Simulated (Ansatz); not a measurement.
CuO:

```
Cu O
1.0
     2.34185   -1.71130    0.00000
    -1.49182   -1.71130   -5.05787
     2.34185    5.13390    0.00000
Cu O
4 4
Cartesian
  0.0059 -0.6953 -4.8382
  3.1860 2.4066 -0.2196
  1.5778 2.0647 -2.6395
  1.6140 -0.3534 -2.4183
  -0.0539 -1.8744 -3.5775
  1.3289 1.3158 -4.0093
  0.1793 -0.6038 -1.7610
  2.5875 -0.5489 -0.7679
```

```yaml
Program: Ansatz 0.2.0
Task: relaxation of cell and atoms
Functional: PBEsol
Potentials_or_basis: Ansatz PAW
Cutoff: "420 eV (not typed: the program's choice for these potentials)"
k_mesh: 9 × 5 × 5
Occupations: fermi-dirac, width 0.05 eV
Spin: no spin polarisation
Hubbard_terms: Cu d U = 5.3 eV
```

At the start: volume 10.13 Å³/atom.

Where does the relaxation end?

It ends after 30 steps and the volume is 11.43 Å³/atom (+12.8 %); space group P1 (No. 1, to 0.05 Å).

The path:
```tsv
step	energy change (eV)	largest force (eV/Å)	volume (Å³)
1	0.0000	16.5253	81.08
2	-3.4484	8.2469	85.58
3	-6.2445	2.4970	87.07
4	-7.2203	3.0616	87.00
5	-8.0819	1.3819	89.07
6	-8.3821	2.2740	88.59
7	-8.4970	0.8066	89.18
8	-8.7543	0.4299	89.57
9	-8.8971	0.4705	88.65
10	-9.0244	0.3204	87.93
11	-9.0771	0.2149	87.25
12	-9.0999	0.0674	87.44
13	-9.1025	0.0375	87.62
14	-9.1038	0.0132	87.67
15	-9.1039	0.0108	87.66
16	-9.3011	0.0358	87.66
17	-9.3692	0.0725	89.84
18	-9.3791	0.1530	90.87
19	-9.3815	0.0454	91.09
20	-9.3823	0.0111	91.02
21	-9.4111	0.0153	91.02
22	-9.4132	0.0187	91.35
23	-9.4133	0.0062	91.39
24	-9.4133	0.0124	91.42
25	-9.4133	0.0024	91.42
26	-9.4159	0.0024	91.42
27	-9.4161	0.0063	91.43
28	-9.4158	0.0044	91.49
29	-9.4160	0.0014	91.47
30	-9.4162	0.0013	91.47
```

Final structure:
```yaml
crystal:
  lattice:
    - [2.40039, -1.64141, 0.45087]
    - [-2.54177, -1.69462, -5.14901]
    - [2.99893, 5.74331, 0.06921]
  atoms:
    - { symbol: Cu, position: [0.09728, 0.92563, 0.16025] }
    - { symbol: Cu, position: [0.90005, 0.08833, 0.83541] }
    - { symbol: Cu, position: [0.11874, 0.40537, 0.64633] }
    - { symbol: Cu, position: [0.90960, 0.59247, 0.36195] }
    - { symbol: O, position: [0.36321, 0.63535, 0.99257] }
    - { symbol: O, position: [0.55877, 0.72489, 0.59296] }
    - { symbol: O, position: [0.25892, 0.46124, 0.09793] }
    - { symbol: O, position: [0.79344, 0.16671, 0.31260] }
```

Caveat: the electronic state changed during the relaxation; the plane-wave basis is chosen anew once the cell has moved, so the energies of steps on either side of that aren't comparable; the pressure holds a Pulay correction of +0.7 GPa for the finite cutoff; the volume moved by +13 % from the deposited cell, more than functionals usually miss; the run has no spin polarisation, though such a crystal can be magnetic; U without spin polarisation on a metal has little footing; the PAW data sets come from PBE, with cores solved anew for the run's functional, which leaves a small shift of forces and pressure.
